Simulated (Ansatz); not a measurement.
BaTiO3:

```
Ba Ti O
1.0
    -2.82767   -1.63255   -2.31773
     2.82767   -4.89766    0.00000
    -2.82767   -1.63255    4.63546
Ba Ti O
2 2 6
Direct
  0.01575 0.99511 0.97326
  0.98425 0.50489 0.52674
  0.50386 0.98954 0.50362
  0.46814 0.51046 0.02438
  0.53055 0.23162 0.73316
  0.48625 0.75828 0.23994
  0.47922 0.75734 0.73348
  0.53758 0.25276 0.23962
  0.99089 0.02893 0.47950
  0.04611 0.47107 0.00370
```

The cell isn't the ideal one: a zone-boundary wave of random shape, sigma 0.1 Å.

| Item | Value |
| --- | --- |
| Program | Ansatz 0.2.0 |
| Task | relaxation of cell and atoms |
| Functional | PBEsol |
| Potentials or basis | Ansatz PAW |
| Cutoff | 420 eV (not typed: the program's choice for these potentials) |
| k mesh | 7 × 5 × 5 |
| Occupations | fermi-dirac, width 0.05 eV |
| Spin | no spin polarisation |

At the start: volume 12.84 Å³/atom.

Problem. Where does the relaxation end?

Solution. It ends after 8 steps and the volume is 12.69 Å³/atom (-1.1 %); space group R3m (No. 160, to 0.05 Å).

The path:
```csv
step,energy change (eV),largest force (eV/Å),volume (Å³)
1,0.0000,3.1418,128.39
2,-0.6423,1.7334,128.87
3,-0.9349,0.1107,127.02
4,-0.9407,0.0595,127.06
5,-0.9420,0.0026,127.01
6,-0.9373,0.0026,127.01
7,-0.9377,0.0016,126.93
8,-0.9373,0.0016,126.93
```

Final structure:
```cif
data_structure
_symmetry_space_group_name_H-M 'P 1'
_symmetry_Int_Tables_number 1
_cell_length_a 3.9878
_cell_length_b 5.6350
_cell_length_c 5.6486
_cell_angle_alpha 90.004
_cell_angle_beta 89.811
_cell_angle_gamma 90.000
_cell_volume 126.93
loop_
_atom_site_label
_atom_site_type_symbol
_atom_site_fract_x
_atom_site_fract_y
_atom_site_fract_z
_atom_site_occupancy
Ba1 Ba 0.01039 0.99999 0.00199 1
Ba2 Ba 0.01038 0.49998 0.50199 1
Ti1 Ti 0.52128 0.99997 0.51304 1
Ti2 Ti 0.52128 0.49998 0.01304 1
O1 O 0.49860 0.24684 0.73686 1
O2 O 0.49860 0.74684 0.23686 1
O3 O 0.49861 0.75318 0.73686 1
O4 O 0.49861 0.25319 0.23685 1
O5 O 0.99243 0.00001 0.48996 1
O6 O 0.99243 0.50000 0.98996 1
```

Caveat: the plane-wave basis is chosen anew once the cell has moved, so the energies of steps on either side of that aren't comparable; the pressure holds a Pulay correction of +0.6 GPa for the finite cutoff; the PAW data sets come from PBE, with cores solved anew for the run's functional, which leaves a small shift of forces and pressure.
